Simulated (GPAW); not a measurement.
**Zn in GPAW: convergence with basis set**

Input of the first run (basis set lcao:sz(dzp)); the others differ in this setting and in those tied to it:

run.py

```python
from ase.dft.bandgap import bandgap
from ase.io import read, write
from gpaw import GPAW

atoms = read('Zn.xyz')

calc = GPAW(mode='lcao',
            h=0.16,
            basis='sz(dzp)',
            xc='PBE',
            kpts={'size': (12, 12, 12), 'gamma': True},
            occupations={'name': 'fermi-dirac', 'width': 0.05},
            convergence={'density': 1e-05, 'energy': 1e-05},
            maxiter=100,
            txt='gpaw.txt')
atoms.calc = calc
energy = atoms.get_potential_energy()
forces = atoms.get_forces()
calc.write('gs.gpw')
write('result.traj', atoms)
print(f'Energy: {energy:.6f} eV')
print('Forces (eV/A):')
print(forces.round(4))
print('Fermi level:', round(calc.get_fermi_level(), 4), 'eV')
print(f'Gap: {bandgap(calc)[0]:.4f} eV, direct: {bandgap(calc, direct=True)[0]:.4f} eV')
```

The input Zn.xyz:

```xyz
1
Lattice="-1.5690370000 1.5690370000 1.5690370000 1.5690370000 -1.5690370000 1.5690370000 1.5690370000 1.5690370000 -1.5690370000" Properties=species:S:1:pos:R:3 pbc="T T T"
Zn     0.0000000000      0.0000000000      0.0000000000
```

Potentials or basis: GPAW PAW data sets (gpaw-data 1.2.1), lcao:sz(dzp).

Run with:

```sh
$ OMP_NUM_THREADS=1 python run.py
```

This isn't the form of Zn at room conditions, which is hcp.

Hardware: 1 thread of Arm Neoverse V1 (shared host).

| basis set | energy less the tightest run, at zero smearing (meV/atom) | SCF cycles | CPU time (s) | peak memory (GiB) |
| --- | --- | --- | --- | --- |
| lcao:sz(dzp) | 696.60 | 7 | 98 | 0.14 |
| lcao:szp(dzp) | 592.01 | 8 | 160 | 0.14 |
| lcao:dz(dzp) | 284.53 | 8 | 160 | 0.15 |
| lcao:dzp | 249.89 | 8 | 220 | 0.15 |
| fd | -51.64 | 13 | 26 | 0.2 |
| pw | 0.00 | 9 | 9.6 | 0.13 |

Not settled before the last step: the energy (to 1 meV/atom). The tightest run that finished is the yardstick and may itself not be fully converged.
